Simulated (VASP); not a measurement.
**VASP 6.6.1 run: InSb**

INCAR

```
EDIFF = 1E-7
IBRION = -1
LCHARG = .FALSE.
NBANDS = 16
ENCUT = 520
ISIF = 2
LASPH = .TRUE.
NELM = 99
SIGMA = 0.2
NSW = 0
LWAVE = .FALSE.
LREAL = .FALSE.
ISMEAR = 2
GGA = PE
PREC = Accurate
```

KPOINTS

```
KPOINTS created by Atomic Simulation Environment
0
Gamma
6 6 6
0 0 0
```

POSCAR

```
In Sb
 1.0000000000000000
     0.0000000000000000    3.2795130174999998    3.3123081477000000
     3.2795130174999998    0.0000000000000000    3.3123081477000000
     3.2795130174999998    3.2795130174999998    0.0000000000000000
 In  Sb
   1   1
Cartesian
  0.0000000000000000  0.0000000000000000  0.0000000000000000
  1.6397565087499999  1.6397565087499999  1.6561540738500000
```

The recommended PBE PAW datasets give the neutral cell 18 valence electrons.

Command

```
mpirun -np 1 vasp_std
```

OSZICAR

```
N       E                     dE             d eps       ncg     rms          rms(c)
DAV:   1     0.113480236886E+03    0.11348E+03   -0.78674E+03   960   0.110E+03
DAV:   2     0.459313548779E+00   -0.11302E+03   -0.10875E+03  1064   0.274E+02
DAV:   3    -0.680728929864E+01   -0.72666E+01   -0.72434E+01  1288   0.725E+01
DAV:   4    -0.701704904628E+01   -0.20976E+00   -0.20972E+00  1152   0.143E+01
DAV:   5    -0.703040618971E+01   -0.13357E-01   -0.13357E-01  1528   0.296E+00    0.388E+00
DAV:   6    -0.693610576886E+01    0.94300E-01   -0.15297E-01  1376   0.576E+00    0.226E+00
DAV:   7    -0.692448858099E+01    0.11617E-01   -0.65553E-02  1280   0.228E+00    0.604E-01
DAV:   8    -0.692569834563E+01   -0.12098E-02   -0.75066E-03  1256   0.966E-01    0.237E-01
DAV:   9    -0.692638892542E+01   -0.69058E-03   -0.94991E-04  1168   0.262E-01    0.760E-02
DAV:  10    -0.692644586040E+01   -0.56935E-04   -0.53393E-05  1392   0.477E-02    0.377E-02
DAV:  11    -0.692649204145E+01   -0.46181E-04   -0.83959E-05  1120   0.573E-02    0.253E-02
DAV:  12    -0.692649342088E+01   -0.13794E-05   -0.14492E-06  1216   0.772E-03    0.736E-03
DAV:  13    -0.692649411693E+01   -0.69605E-06   -0.15952E-06  1192   0.815E-03    0.454E-03
DAV:  14    -0.692649382744E+01    0.28949E-06   -0.70214E-08  1064   0.149E-03    0.126E-03
DAV:  15    -0.692649384642E+01   -0.18987E-07   -0.19590E-08   832   0.100E-03
   1 F= -.69264938E+01 E0= -.69262779E+01  d E =-.863850E-03
```

From OUTCAR

```
k-points           NKPTS =     30   k-points in BZ     NKDIM =     30   number of bands    NBANDS=     16

   NELECT =      18.0000    total number of electrons

   dimension x,y,z NGX =    36 NGY =   36 NGZ =   36
   dimension x,y,z NGXF=    72 NGYF=   72 NGZF=   72

  energy-cutoff  :      520.00
  volume of cell :       71.25
      direct lattice vectors                 reciprocal lattice vectors
     0.000000000  3.279513017  3.312308148    -0.152461660  0.152461660  0.150952139
     3.279513017  0.000000000  3.312308148     0.152461660 -0.152461660  0.150952139
     3.279513017  3.279513017  0.000000000     0.152461660  0.152461660 -0.150952139

 k-points in reciprocal lattice and weights: KPOINTS created by Atomic Simulation Env
   0.00000000  0.00000000  0.00000000       0.005
   0.16666667  0.00000000  0.00000000       0.037
   0.33333333  0.00000000  0.00000000       0.037
   0.50000000  0.00000000  0.00000000       0.019
   0.16666667  0.16666667  0.00000000       0.009
   0.33333333  0.16666667  0.00000000       0.037
   0.50000000  0.16666667  0.00000000       0.037
  -0.33333333  0.16666667  0.00000000       0.037
   ...

 E-fermi :   4.6641

 k-point     1 :       0.0000    0.0000    0.0000
  band No.  band energies     occupation
      1      -9.8900      2.00000
      2      -9.8879      2.00000
      3      -9.8879      2.00000
      4      -9.8170      2.00000
      5      -9.8154      2.00000
      6      -5.7991      2.00000
      7       4.1733      1.99525
      8       4.5982      1.64176
      9       4.6462      1.18819
     10       4.6462      1.18819
     11       7.5833      0.00000
     12       7.5833      0.00000
     13       7.6058      0.00000
     14      10.3176      0.00000
     15      12.7383      0.00000
     16      12.8839      0.00000

 k-point     2 :       0.1667    0.0000    0.0000
  band No.  band energies     occupation
      1      -9.8984      2.00000
      2      -9.8847      2.00000
      3      -9.8834      2.00000
      4      -9.8173      2.00000
      5      -9.8155      2.00000
      6      -5.5674      2.00000
      7       2.1642      2.00000
      8       4.3005      1.99353
      9       4.3414      2.00772
     10       5.4857      0.00000
     11       8.0150      0.00000
     12       8.0177      0.00000
     13       8.2639      0.00000
     14      11.3944      0.00000
     15      11.8754      0.00000
     16      11.9535      0.00000

 k-point     3 :       0.3333    0.0000    0.0000
  band No.  band energies     occupation
      1      -9.9176      2.00000
      2      -9.8767      2.00000
      3      -9.8755      2.00000
      4      -9.8167      2.00000
      5      -9.8146      2.00000
      6      -4.9732      2.00000
      7       0.1481      2.00000
      8       3.8437      2.00000
      9       3.8989      1.99999
     10       5.2402      0.00102
     11       8.4051      0.00000
     12       8.4353      0.00000
     13      10.2781      0.00000
     14      11.3315      0.00000
     15      12.2945      0.00000
     16      12.3042      0.00000

 ...

  Total        0.4846010      0.4846010      0.3713065      0.0000000     -0.0000000      0.0000000
  in kB       10.8972138     10.8972138      8.3495628      0.0000000     -0.0000000      0.0000000
  external PRESSURE =      10.0479968 kB  Pullay stress =       0.0000000 kB

 POSITION                                       TOTAL-FORCE (eV/Angst)
 -----------------------------------------------------------------------------------
      0.00000      0.00000      0.00000         0.000000      0.000000      0.000000
      1.63976      1.63976      1.65615        -0.000000     -0.000000     -0.000000
 -----------------------------------------------------------------------------------
    total drift:                               -0.000000     -0.000000     -0.000000

  FREE ENERGIE OF THE ION-ELECTRON SYSTEM (eV)
  ---------------------------------------------------
  free  energy   TOTEN  =        -6.9264938464 eV

  energy  without entropy=       -6.9256299962  energy(sigma->0) =       -6.92627788
```

It converged. Results: gap between bands v and c on the k mesh 0.00 eV; least direct gap on the k mesh 0.00 eV; pressure 1.0 GPa. Band v is the last that the valence electrons fill when counted band by band, and c is the next.

For comparison, a separate PBE run of the intended cell, on usual settings and not on those above, gives a gap of 0.00 eV on its mesh and a pressure of 1.0 GPa.

The run above took about 36 s on one core of a shared host (Intel Xeon Platinum 8488C) and held 0.21 GiB at most.
